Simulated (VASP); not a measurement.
# MoH6 in VASP: notebook, part 3 of 3

VASP 6.6.1.

## (5) Relaxation of cell and atoms, PBE

This run uses another cell than the first one, of 10.87 Å³/atom, 1.233 times its volume.

The input, INCAR:

```
SYSTEM = MoH6
  ALGO = Fast
  EDIFF = 1E-4
  EDIFFG = -0.08
  ENCUT = 520
  GGA = PE
  IBRION = 2
  ISIF = 3
  ISMEAR = 0
  KPAR = 2
  LASPH = .True.
  LCHARG = .False.
  LREAL = .False.
  LWAVE = .False.
  NELM = 60
  NSW = 24
  PREC = Normal
  SIGMA = 0.15
```

The input, KPOINTS:

```
k-points
0
Gamma
  4 4 4
  0 0 0
```

The input, POSCAR:

```
MoH6
1.0
   -2.6920270800      2.6920270800      2.6256524500
    2.6920270800     -2.6920270800      2.6256524500
    2.6920270800      2.6920270800     -2.6256524500
H Mo
6 1
Direct
    0.7500000000      0.2500000000      0.5000000000
    0.2500000000      0.7500000000      0.5000000000
    0.6184980300      0.6184980300      0.2369960500
    0.3815019700      0.3815019700      0.7630039500
    0.6184980300      0.3815019700      0.0000000000
    0.3815019700      0.6184980300      0.0000000000
    0.0000000000      0.0000000000      0.0000000000
```

Potentials or basis: VASP PAW PBE potentials, release 64 (H, Mo_sv).

Command:

```console
$ cat potpaw_PBE.64/H/POTCAR potpaw_PBE.64/Mo_sv/POTCAR > POTCAR
$ mpirun -np 2 vasp_std > vasp.out
```

OUTCAR:

```text
SYSTEM = MoH6
   EDIFF = 1E-4
   EDIFFG = -0.08
   ENCUT = 520
   GGA = PE
   IBRION = 2
   ISIF = 3
   ISMEAR = 0
   LASPH = .True.
   LREAL = .False.
   NELM = 60
   NSW = 24
   PREC = Normal

 ion  position               nearest neighbor table
   1  0.750  0.250  0.500-
   2  0.250  0.750  0.500-
   3  0.618  0.618  0.237-
   4  0.382  0.382  0.763-
   5  0.618  0.382  0.000-
   6  0.382  0.618  0.000-
   7  0.000  0.000  0.000-

  LATTYP: Found a body centered tetragonal cell.
 ALAT       =     5.3840541600
 C/A-ratio  =     0.9753439962

  Lattice vectors:

 A1 = (  -2.6920270800,   2.6920270800,   2.6256524500)
 A2 = (   2.6920270800,  -2.6920270800,   2.6256524500)
 A3 = (   2.6920270800,   2.6920270800,  -2.6256524500)

Analysis of symmetry for initial positions (statically):
=====================================================================
 Subroutine PRICEL returns:
 Original cell was already a primitive cell.

 Routine SETGRP: Setting up the symmetry group for a
 body centered tetragonal supercell.

 Subroutine GETGRP returns: Found 16 space group operations
 (whereof 16 operations were pure point group operations)
 out of a pool of 16 trial point group operations.

The static configuration has the point symmetry D_4h.

Analysis of symmetry for dynamics (positions and initial velocities):
=====================================================================
 Subroutine PRICEL returns:
 Original cell was already a primitive cell.

 Routine SETGRP: Setting up the symmetry group for a
 body centered tetragonal supercell.

 Subroutine GETGRP returns: Found 16 space group operations
 (whereof 16 operations were pure point group operations)
 out of a pool of 16 trial point group operations.

The dynamic configuration has the point symmetry D_4h.

 Subroutine INISYM returns: Found 16 space group operations
 (whereof 16 operations are pure point group operations),
 and found     1 'primitive' translations

----------------------------------------------------------------------------------------

                                     Primitive cell

  volume of cell :      76.1125

  direct lattice vectors                    reciprocal lattice vectors
    -2.692027080  2.692027080  2.625652450     0.000000000  0.185733644  0.190428859
     2.692027080 -2.692027080  2.625652450     0.185733644  0.000000000  0.190428859
     2.692027080  2.692027080 -2.625652450     0.185733644  0.185733644  0.000000000

  length of vectors
     4.624723817  4.624723817  4.624723817     0.266007776  0.266007776  0.262667039

  position of ions in fractional coordinates (direct lattice)
     0.750000000  0.250000000  0.500000000
     0.250000000  0.750000000  0.500000000
     0.618498030  0.618498030  0.236996050
     0.381501970  0.381501970  0.763003950
     0.618498030  0.381501970  0.000000000
     0.381501970  0.618498030  0.000000000
     0.000000000  0.000000000  0.000000000

  ion indices of the primitive-cell ions
   primitive index   ion index
                 1           1
                 2           2
                 3           3
                 4           4
                 5           5
[... 28 lines left out ...]

 Following reciprocal coordinates:
            Coordinates               Weight
  0.000000  0.000000  0.000000      1.000000
  0.250000 -0.000000  0.000000      8.000000
  0.500000 -0.000000  0.000000      4.000000
  0.250000  0.250000  0.000000      8.000000
  0.500000  0.250000  0.000000     16.000000
 -0.250000  0.250000  0.000000      4.000000
  0.500000  0.500000  0.000000      2.000000
  0.250000  0.250000  0.250000      2.000000
 -0.250000  0.250000  0.250000      4.000000
  0.500000  0.500000  0.250000      4.000000
 -0.250000  0.500000  0.250000      8.000000
 -0.250000 -0.250000  0.250000      2.000000
  0.500000  0.500000  0.500000      1.000000
   k-points           NKPTS =     13   k-points in BZ     NKDIM =     13   number of bands    NBANDS=     14
   number of dos      NEDOS =    301   number of ions     NIONS =      7
   total plane-waves  NPLWV =  21952
   dimension x,y,z NGX =    28 NGY =   28 NGZ =   28
   dimension x,y,z NGXF=    56 NGYF=   56 NGZF=   56
   ions per type =               6   1
   NGX,Y,Z   is equivalent  to a cutoff of  10.07, 10.07, 10.07 a.u.
   NGXF,Y,Z  is equivalent  to a cutoff of  20.13, 20.13, 20.13 a.u.
 SYSTEM =  MoH6
   PREC   = normal    normal or accurate (medium, high low for compatibility)
   ISTART =      0    job   : 0-new  1-cont  2-samecut
   ICHARG =      2    charge: 1-file 2-atom 10-const
   ISPIN  =      1    spin polarized calculation?
   LNONCOLLINEAR =      F non collinear calculations
   LSORBIT =      F    spin-orbit coupling
   LASPH  =      T    aspherical Exc in radial PAW
   ENCUT  =  520.0 eV  38.22 Ry    6.18 a.u.   8.60  8.60  8.60*2*pi/ulx,y,z
   NELM   =     60;   NELMIN=  2; NELMDL= -5     # of ELM steps
   EDIFF  = 0.1E-03   stopping-criterion for ELM
   LREAL  =      F    real-space projection
   EDIFFG = -.8E-01   stopping-criterion for IOM
   NSW    =     24    number of steps for IOM
   IBRION =      2    ionic relax: 0-MD 1-quasi-New 2-CG
   NFREE  =      1    steps in history (QN), initial steepest desc. (CG)
   ISIF   =      3    stress and relaxation
   ISYM   =      2    0-nonsym 1-usesym 2-fastsym
   POTIM  = 0.5000    time-step for ionic-motion
   TEBEG  =    0.0;   TEEND  =   0.0 temperature during run
   PSTRESS=    0.0 pullay stress
   NELECT =      20.0000    total number of electrons
   NUPDOWN=      -1.0000    fix difference up-down
   EMIN   =  10.00;   EMAX   =-10.00  energy-range for DOS
   EFERMI =   0.00;   METHOD = LEGACY
   ISMEAR =     0;   SIGMA  =   0.15  broadening in eV -4-tet -1-fermi 0-gaus
   EFERMI_NEDOS =   21; number of points for ismear=-14 and -15
   IALGO  =     68    algorithm
   IMIX   =      4    mixing-type and parameters
     AMIX     =   0.40;   BMIX     =  1.00
     AMIX_MAG =   1.60;   BMIX_MAG =  1.00
  volume/ion in A,a.u.               =      10.87        73.38
  Fermi-wavevector in a.u.,A,eV,Ry     =   1.048575  1.981519 14.959733  1.099509
  Thomas-Fermi vector in A             =   2.183502
   LORBIT       =      0    0 simple, 1 ext, 2 COOP (PROOUT), +10 PAW based schemes
   GGA     = PE    functional components
   LHFCALC =     F    Hartree Fock is set to
   AEXX    =    0.0000 exact exchange contribution
   IVDW    =     0    specifies the selected vdW correction
   LEPSILON=     F    determine dielectric tensor
   LRPA    =     F    only Hartree local field effects (RPA)
 conjugate gradient relaxation of ions
 non-spin polarized calculation
 RMM-DIIS sequential band-by-band and
 Gauss-broadening in eV      SIGMA  =   0.15
  energy-cutoff  :      520.00
  volume of cell :       76.11
 maximum number of plane-waves:      2065
   NGX = 17   NGY = 17   NGZ = 17

--------------------------------------- Ionic step        1  -------------------------------------------

 number of electron      20.0000001 magnetization

 Free energy of the ion-electron system (eV)
  ---------------------------------------------------
  ext. energy  EPLUGINS =         0.00000000
  ---------------------------------------------------
  free energy    TOTEN  =       -18.24332090 eV

  energy without entropy =      -18.15234901  energy(sigma->0) =      -18.19783496

------------------------ aborting loop because EDIFF is reached ----------------------------------------

  FORCE on cell =-STRESS in cart. coord.  units (eV):
  Direction    XX          YY          ZZ          XY          YZ          ZX
  --------------------------------------------------------------------------------------
  -------------------------------------------------------------------------------------
  Total       -9.6091749     -9.6091749    -10.9909284      0.0000000     -0.0000000      0.0000000
  in kB     -202.2742510   -202.2742510   -231.3603229      0.0000000     -0.0000000      0.0000000
  external PRESSURE =    -211.9696083 kB  Pullay stress =       0.0000000 kB
[... 560 lines left out ...]
  FREE ENERGIE OF THE ION-ELECTRON SYSTEM (eV)
  ---------------------------------------------------
  free  energy   TOTEN  =       -23.1245923385 eV

  energy  without entropy=      -23.0898508390  energy(sigma->0) =      -23.10722159

[... ionic steps 4 to 12 ...]

--------------------------------------- Ionic step       13  -------------------------------------------

 number of electron      19.9999998 magnetization

------------------------ aborting loop because EDIFF is reached ----------------------------------------
[... 77 lines left out ...]
--------------------------------------- Ionic step       15  -------------------------------------------

 number of electron      20.0000000 magnetization

 Free energy of the ion-electron system (eV)
  ---------------------------------------------------
  ext. energy  EPLUGINS =         0.00000000
  ---------------------------------------------------
  free energy    TOTEN  =       -25.30534462 eV

  energy without entropy =      -25.28667398  energy(sigma->0) =      -25.29600930

 E-fermi :   8.1290     XC(G=0): -12.2626

 val. band max:        7.9091692578   @ k =   0.5000   0.2500   0.0000
 cond. band min:       8.1424731092   @ k =  -0.2500   0.2500   0.0000
 fundamental gap:      0.2333038514
 Fermi energy:         8.1290058299
[... 253 lines left out ...]
  FREE ENERGIE OF THE ION-ELECTRON SYSTEM (eV)
  ---------------------------------------------------
  free  energy   TOTEN  =       -25.3053446195 eV

  energy  without entropy=      -25.2866739799  energy(sigma->0) =      -25.29600930

 reached required accuracy - stopping structural energy minimisation
```

It took 41 s on 2 MPI ranks of Intel Xeon 6975P-C (Granite Rapids), shared host; peak memory 0.16 GiB.

What came out:

```
Free energy                            : -25.3053 eV
Relaxed volume                         : 4.60 Å³/atom
Relaxed cell                           : a = 3.489 Å, b = 3.489 Å, c = 3.489 Å, α = 105.72°, β = 105.72°, γ = 117.26°
Space group after relaxing (to 0.05 Å) : I4/mmm (No. 139)
Energy gained by relaxing              : 1008.9 meV/atom
Ionic steps                            : 15
Pressure after relaxing                : 1.1 GPa
Largest force after relaxing           : 0.003 eV/Å
Band gap on the k mesh                 : none (metal or under the smearing width)
```

Forces in eV/Å, atoms in the order of the input:
```
H    0.000  0.000  0.000
H    0.000  0.000  0.000
H    0.002  0.002  0.000
H   -0.002 -0.002  0.000
H   -0.002  0.002  0.000
H    0.002 -0.002  0.000
Mo   0.000  0.000  0.000
```

Step by step:
```csv
step,energy change (eV),largest force (eV/Å),pressure (GPa),volume (Å³)
1,0.0000,0.0531,-21.20,76.11
2,-2.1092,0.6671,-23.90,61.34
3,-4.8813,4.4149,37.12,28.67
4,-5.1255,2.4950,-13.42,39.93
5,-5.4062,3.1257,-2.69,35.52
6,-6.4140,1.4880,14.08,30.48
7,-6.4504,1.1489,23.81,29.03
8,-6.8113,0.6397,5.98,31.25
9,-6.8972,0.4387,-3.73,33.04
10,-6.8985,0.4240,-4.92,33.25
11,-6.9481,0.4025,-3.18,32.81
12,-7.0348,0.1799,3.77,31.52
13,-7.0360,0.1205,5.31,31.30
14,-7.0581,0.0161,2.47,31.93
15,-7.0620,0.0031,1.12,32.23
```

Final structure:
```yaml
crystal:
  lattice:
    - [-2.10625, 2.10625, 1.81601]
    - [2.10625, -2.10625, 1.81601]
    - [2.10625, 2.10625, -1.81601]
  atoms:
    - { symbol: H, position: [0.75000, 0.25000, 0.50000] }
    - { symbol: H, position: [0.25000, 0.75000, 0.50000] }
    - { symbol: H, position: [0.68586, 0.68586, 0.37172] }
    - { symbol: H, position: [0.31414, 0.31414, 0.62828] }
    - { symbol: H, position: [0.68586, 0.31414, 0.00000] }
    - { symbol: H, position: [0.31414, 0.68586, 0.00000] }
    - { symbol: Mo, position: [0.00000, 0.00000, 0.00000] }
```

Caveat: the k mesh is coarse (spacing up to 0.42 Å⁻¹), so the values aren't converged; the volume moved by over 15 % at a fixed basis, so the end points are rough; the relaxation stopped at a loose force limit of 0.08 eV/Å, so its end isn't a converged minimum.
